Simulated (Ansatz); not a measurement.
# MgS: changing the functional

It takes space group Fm-3m (No. 225, cubic). Conventional cell: a = 5.203 Å, b = 5.203 Å, c = 5.203 Å, α = 90.00°, β = 90.00°, γ = 90.00°. Around S (site symmetry m-3m) lie 6 Mg at 2.60 Å. Mg (site symmetry m-3m) has 6 S at 2.60 Å as nearest neighbours.

Kept alike: task projected density of states; k mesh 5 × 5 × 5; occupations fermi-dirac, width 0.05 eV; no spin polarisation. Program: Ansatz, Ansatz PAW. Cutoffs run from 420 to 500 eV. The mesh is that of the run's cell of 2 atoms. No spin-orbit coupling.

| functional | pressure (GPa) |
| --- | --- |
| BLYP | 3.80 |
| HSE06 | -0.34 |
| LDA | -3.18 |
| PBE | 1.26 |
| PBE0 | -0.32 |
| PBEsol | -0.83 |
| RPBE | 3.45 |
| r2SCAN | 0.08 |
| r2SCAN0 | -0.76 |
| revPBE | 2.99 |

Pressure is positive in compression, with a Pulay correction for the finite cutoff. All rows use potentials made for PBE.

The pressure runs from -3.18 (LDA) to 3.80 GPa (BLYP). From PBE: BLYP +2.54; HSE06 -1.60; LDA -4.44; PBE0 -1.58; PBEsol -2.09; RPBE +2.19; r2SCAN -1.18; r2SCAN0 -2.02; revPBE +1.73. A positive pressure means that the functional's own cell is larger than the one given, a negative one that it is smaller.
